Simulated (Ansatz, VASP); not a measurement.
## Ba in VASP and in Ansatz

The input INCAR:

```
SYSTEM = Ba
PREC = Accurate ; ENCUT = 600
EDIFF = 1E-6 ; ISMEAR = -1
SIGMA = 0.05 ; LREAL = .False.
LASPH = .True. ; NELM = 100
ALGO = Normal ; ISIF = 3
LWAVE = .False. ; LCHARG = .False.
GGA = PE ; IBRION = 2
NSW = 45 ; EDIFFG = -0.005
```

The input KPOINTS:

```
regular mesh
0
Gamma
  11 11 11
  0 0 0
```

Contents of POSCAR:

```
Ba
1.0
    0.0000000000      3.1675826059      3.1675826059
    3.1675826059      0.0000000000      3.1675826059
    3.1675826059      3.1675826059      0.0000000000
Ba
1
Direct
    0.0000000000      0.0000000000      0.0000000000
```

Input for Ansatz:

```yaml
crystal:
  lattice:
    - [0.0, 3.1675826059, 3.1675826059]
    - [3.1675826059, 0.0, 3.1675826059]
    - [3.1675826059, 3.1675826059, 0.0]
  atoms:
    - { symbol: Ba, position: [0.0, 0.0, 0.0] }
kpoints:
  mp_grid: { grid: [11, 11, 11] }
scf:
  occupations: { method: fermi_dirac, width: 0.05 }
hamiltonian:
  xc: pbe
  pseudopotentials: { kind: all_electron, lapw: { basis_error: 0.0005 } }
output:
  forces: true
  stress: true
  eigenvalues: true
  populations: true
relax:
  f_tol: 0.005
  max_steps: 25
  cell: {}
```

Alike in both runs: task relaxation of cell and atoms; functional PBE; k mesh 11 × 11 × 11; occupations fermi-dirac, width 0.05 eV; no spin polarisation.

|  | VASP | Ansatz |
| --- | --- | --- |
| version | VASP 6.6.1 | Ansatz 0.2.0 |
| potentials or method | VASP PAW PBE potentials, release 64 (Ba_sv) | all-electron LAPW, scalar-relativistic |
| plane-wave cutoff (eV) | 600 | see its input |

|  | VASP | Ansatz | Ansatz less VASP |
| --- | --- | --- | --- |
| relaxed volume (Å³/atom) | 64.35 | 63.66 | -0.695 |
| relaxed cell length with the largest relative difference (Å) | 4.498 | 4.482 | -0.0163 |

Ansatz ran all-electron here, so the differences hold the error of VASP's frozen core and of both bases.

Spin-orbit coupling is left out, which matters for the levels of Ba.
